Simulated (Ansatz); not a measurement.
The geometry is COD entry 1523095, unchecked; take it as a test cell. The listed cell was then made from it by scaling, straining or moving an atom.

AlN: DFT, LDA, PAW with Ansatz's default frozen-core files, scalar-relativistic (Ansatz 0.2.0). What sets it apart from a plain run of this crystal: equal xy, yz and zx engineering shear strains of -1 %.

Command: `ansatz run input.yaml --threads 1 --pin off --max-ram 3072MiB --backend cpu --events-out ev --progress --plain --runs-dir out` The run took 1.2 s on 1 thread of Intel(R) Xeon(R) 6975P-C (Granite Rapids), on a shared host, peak memory 0.35 GiB.

```yaml
crystal:
  lattice:
    - [-0.01978, 1.96811, 1.96811]
    - [1.96811, -0.01978, 1.96811]
    - [1.96811, 1.96811, -0.01978]
  atoms:
    - { symbol: Al, position: [0.0, 0.0, 0.0] }
    - { symbol: "N", position: [0.5, 0.5, 0.5] }
kpoints:
  mp_grid: { grid: [10, 10, 10] }
scf:
  occupations: { method: fermi_dirac, width: 0.02 }
hamiltonian:
  xc: lda
  pseudopotentials: { kind: paw }
output:
  forces: true
  stress: true
  eigenvalues: true
  efg: { contact_densities: true }
  write_density: true
  write_potential: true
  elf: true
  volumetric_format: npy
```

Output (standing set-up lines are left out):

```
Crystal: 2 atoms, lattice volume = 15.477 Å³
Symmetry: 12 space group operations
Space group: R-3m (ITA 166), of the structure as read, at distance tolerance 2.5e-5 Å
k-points: 116 of 1000
SCF iter   1: F=—  HF=-889.639205 eV  |F-HF|=—  |Δ(HF+E_count)|=         —  Δρ=1.07e-2  dr2=1.74e-2  ethr=1.77e-3  ⟨swp⟩=5.2  Hψ=6697  notcnv=0
preconditioner: auto → none  [insulator: Δε(μ)=4.632 eV  Ē_g=17.396 eV  σ=0.020 eV  W_gap=1.00  n_scr=0 (ndim 8)  ℏωp=26.7 eV  f_vac=0.000  D(μ)=0.00/eV (n_scr^D=0)  ε∞_Penn≈3.4]
SCF iter   2: F=—  HF=-889.633702 eV  |F-HF|=—  |Δ(HF+E_count)|=   5.50e-3  Δρ=4.74e-3  dr2=1.48e-3  ethr=2.18e-4  ⟨swp⟩=2.3  Hψ=2415  notcnv=0
SCF iter   3: F=—  HF=-889.633201 eV  |F-HF|=—  |Δ(HF+E_count)|=   5.01e-4  Δρ=1.73e-3  dr2=1.67e-4  ethr=1.85e-5  ⟨swp⟩=2.4  Hψ=1724  notcnv=0
SCF iter   4: F=—  HF=-889.633131 eV  |F-HF|=—  |Δ(HF+E_count)|=   7.07e-5  Δρ=1.69e-4  dr2=1.44e-6  ethr=2.09e-6  ⟨swp⟩=1.4  Hψ=1051  notcnv=0
SCF iter   5: F=—  HF=-889.633129 eV  |F-HF|=—  |Δ(HF+E_count)|=   1.11e-6  Δρ=7.59e-6  dr2=2.16e-9  ethr=1.80e-8  ⟨swp⟩=2.1  Hψ=1381  notcnv=0
SCF iter   6: F=-889.633129 eV  HF=-889.633129 eV  |F-HF|=5.64e-11  |Δ(HF+E_count)|=   1.52e-9  Δρ=1.04e-6  dr2=1.07e-10  ethr=2.70e-11  ⟨swp⟩=4.7  Hψ=4801  notcnv=0
SCF 1 converged in 6 iterations: F = -889.633129 eV  dr2 = 1.07e-10
  greatest PAW one-centre occupation: 0.781 electrons in one spin orbital (limit 2), on the N atom at site 1 (counted from 0), in its partial waves of l = 0
SCF converged after 6 iterations
Free energy (F): -889.633129 eV
Harris-Foulkes:  -889.633129 eV  (|F-HF|=5.64e-11)
Internal energy: -889.633129 eV  (E = F + TS)
E sigma→0 (E₀):  -889.633129 eV
Fermi energy:    14.423496 eV
--- Per-component energies (eV) ---
  E_band       = 42.574044
  E_kinetic    = 165.874212
  E_local      = -163.609681  (includes V_loc(G=0)·N_el)
  E_nonlocal   = 56.808412
  E_hartree    = 59.594466
  E_xc         = -103.082700
  E_vxc        = -110.849923  (∫ρ·V_xc dr)
  E_paw        = -562.134632  (= ΣΔE_a)
  E_vpaw       = -24.838119  (= ΣTr[D̂ρ^β])
  E_aug_tail   = 0.000092  (compensation charges beyond the density's cutoff)
  E_ewald      = -343.219060
  E_core_change = 0.135761  (= ΣΔE_core)
  E_smearing   = -0.000000  (= −TS)
  E_closure    = 0.000000  (closes the sum)
  Σ components = -889.633129   (vs F -889.633129, Δ=0.00e0)
--- Forces (eV/Å), atoms counted from 1 ---
  atom   1  Al    -0.00000000     0.00000000     0.00000000
  atom   2  N     -0.00000000     0.00000000     0.00000000
  max |Σ_I F_I| component: 3.22e-30 eV/Å
--- Stress (GPa, compression-positive) ---
       12.482641       3.400851       3.400851
        3.400851      12.482641       3.400851
        3.400851       3.400851      12.482641
  P = ⅓ Tr σ = 12.4826 GPa (124.826 kbar)
--- PAW observables at the nuclei: V_zz in 10²¹ V/m², potentials from the cell's mean, atoms counted from 1 ---
  atom   1  Al V_zz =    +0.070905   η = 0.0000   by run symmetry: allowed
            electrostatic potential = -1235.756803 V   contact ρ = 9978.890524 e/Å³
  atom   2  N  V_zz =    -0.428571   η = 0.0000   by run symmetry: allowed
            electrostatic potential = -521.454798 V   contact ρ = 1388.451844 e/Å³
--- Band table (eV; the first three rows and the last of 116) ---
  k-point 0: bands = ["-6.1095", "11.8269", "11.8269", "12.0452", "18.6131", "23.9094", "23.9094", "24.4051"]
  k-point 1: bands = ["-5.8911", "10.8292", "11.6923", "11.8827", "19.1838", "23.1397", "24.2559", "24.6773"]
  k-point 2: bands = ["-5.2534", "8.6126", "11.3679", "11.5414", "19.6056", "22.9193", "24.6752", "24.9438"]
  k-point 115: bands = ["-2.4191", "3.2409", "10.5739", "10.5739", "18.2496", "23.0295", "23.0295", "26.1619"]
```
